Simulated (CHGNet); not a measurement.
## Zinc-blende InN (metastable phase)

Computed with the machine-learned potential CHGNet 0.3.0 (trained on PBE and PBE+U data).

Cell: relaxed at this level.

```
Property                            Result
---------------------------  -------------
lattice constant a                 5.051 Å
equilibrium volume per atom  16.11 Å³/atom
```

Measured, for comparison: lattice constant a 5.01 ± 0.01 Å, equilibrium volume per atom 15.72 Å³/atom (temperature not stated, no zero-point or thermal correction, epilayer on 3C-SiC; as tabulated in Schörmann, As, Lischka, Schley, Goldhahn et al., Appl. Phys. Lett. 89, 261903 …). Computed (rounded) less measured: lattice constant a +0.8 %, equilibrium volume per atom +2.5 %.

A machine-learned potential is trained on density-functional data: it inherits that level's misses and adds fitting errors of its own.
